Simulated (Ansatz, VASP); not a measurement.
# HfN in VASP and in Ansatz

The input INCAR:

```
  PREC = Accurate
  ENCUT = 520
  EDIFF = 1E-6
  ISMEAR = -1
  SIGMA = 0.05
  LREAL = F
  LASPH = T
  NELM = 80
  ALGO = Normal
  ISIF = 2
  LWAVE = F
  LCHARG = F
  GGA = PS
  NBANDS = 14
```

Contents of KPOINTS:

```
Automatic mesh
0
Gamma
  9 9 9
```

POSCAR

```
HfN
1.0
    0.0000000000      2.4047095306      2.4047095306
    2.4047095306      0.0000000000      2.4047095306
    2.4047095306      2.4047095306      0.0000000000
Hf N
1 1
Direct
    0.0000000000      0.0000000000      0.0000000000
    0.2500000000      0.2500000000      0.2500000000
```

input.yaml

```yaml
crystal:
  lattice:
    - [0.0, 2.4047095306, 2.4047095306]
    - [2.4047095306, 0.0, 2.4047095306]
    - [2.4047095306, 2.4047095306, 0.0]
  atoms:
    - { symbol: Hf, position: [0.0, 0.0, 0.0] }
    - { symbol: "N", position: [0.25, 0.25, 0.25] }
kpoints:
  mp_grid: { grid: [9, 9, 9] }
scf:
  occupations: { method: fermi_dirac, width: 0.05 }
hamiltonian:
  xc: pbesol
  pseudopotentials: { kind: all_electron, lapw: { basis_error: 0.0005 } }
output:
  forces: true
  stress: true
  eigenvalues: true
```

Change from the starting cell: volume scaled by 0.94.

Alike in both runs: task single point; functional PBEsol; k mesh 9 × 9 × 9; occupations fermi-dirac, width 0.05 eV; no spin polarisation.

|  | VASP | Ansatz |
| --- | --- | --- |
| version | VASP 6.6.1 | Ansatz 0.2.0 |
| potentials or method | VASP PAW PBE potentials, release 64 (Hf_pv, N) | all-electron LAPW, scalar-relativistic |
| plane-wave cutoff (eV) | 520 | see its input |

Ansatz gave:

- gap on the k mesh at the Fermi level (eV): none
- pressure (GPa): 7.7

Q: Which values does VASP return?

A: gap on the k mesh at the Fermi level (eV): none; pressure (GPa): 7.0.

A gap of «none» marks a metal or a gap that the smearing closes. Ansatz ran all-electron here, so the differences hold the error of VASP's frozen core and of both bases.

Caveats: the PAW data sets were made with another functional, which shifts forces and pressure a little (VASP). The runs have no spin-orbit coupling, so splittings on Hf are missing.
